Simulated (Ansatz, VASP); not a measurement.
Given: the input of a run of VASP 6.6.1 on YbH3.

Contents of INCAR:

```
ALGO = Normal
EDIFF = 1E-7
ENCUT = 520
GGA = PE
ISIF = 2
ISMEAR = -1
ISPIN = 2
LASPH = T
LCHARG = F
LMAXMIX = 6
LORBIT = 11
LREAL = F
LWAVE = F
MAGMOM = 1 0 0 0
NBANDS = 26
NELM = 100
PREC = Accurate
SIGMA = 0.05
```

The input KPOINTS:

```
k-points
0
Gamma
  9 9 9
```

File POSCAR:

```
YbH3
1.0
    0.0000000000      2.6392508653      2.6392508653
    2.6392508653      0.0000000000      2.6392508653
    2.6392508653      2.6392508653      0.0000000000
Yb H
1 3
Direct
    0.0000000000      0.0000000000      0.0000000000
    0.5000000000      0.5000000000      0.5000000000
    0.2500000000      0.2500000000      0.2500000000
    0.7500000000      0.7500000000      0.7500000000
```

Potentials or basis: VASP PAW PBE potentials, release 64 (Yb, H).

Launch:

```console
$ cat potpaw_PBE.64/Yb/POTCAR potpaw_PBE.64/H/POTCAR > POTCAR
$ mpirun -np 1 vasp_std > vasp.out
```

Q: Set up the same calculation for Ansatz 0.2.0. Potentials there: Ansatz PAW.

A: As run (the cutoff follows the program's own potentials):

Contents of input.yaml:

```yaml
crystal:
  lattice:
    - [0.0, 2.6392508653, 2.6392508653]
    - [2.6392508653, 0.0, 2.6392508653]
    - [2.6392508653, 2.6392508653, 0.0]
  atoms:
    - { symbol: Yb, position: [0.0, 0.0, 0.0], spin: 1.0 }
    - { symbol: H, position: [0.5, 0.5, 0.5] }
    - { symbol: H, position: [0.25, 0.25, 0.25] }
    - { symbol: H, position: [0.75, 0.75, 0.75] }
hamiltonian:
  xc: pbe
  pseudopotentials: { kind: paw }
magnetization:
  spin_polarized: true
kpoints:
  mp_grid: { grid: [9, 9, 9] }
scf:
  occupations: { method: fermi_dirac, width: 0.05 }
output:
  forces: true
  stress: true
  eigenvalues: true
```

Potentials or basis: Ansatz PAW.

Run with:

```bash
$ ansatz run input.yaml --threads 2 --pin off --max-ram 5120MiB --backend cpu --events-out ev --progress --plain --runs-dir out
```

Both were run:

|  | VASP | Ansatz | Ansatz less VASP |
| --- | --- | --- | --- |
| gap on the k mesh at the Fermi level (eV) | none | none | - |
| pressure (GPa) | -7.7 | -7.6 | +0.15 |
| net moment per atom (μB) | 0.05 | 0.05 | -0.002 |
| size of the moment on the site where the two differ most (μB) | 0.18 | 0.17 | -0.009 |

Site moments also hang on the region over which each program counts them. A gap of «none» marks a metal or a gap that the smearing closes.

Caveats: spin-orbit coupling is left out, which moves the levels of the heavy elements; without U or exact exchange the open f shell lies at the Fermi level, which spoils levels, moments and volumes. The state reached can hang on the start; a lower one may exist.
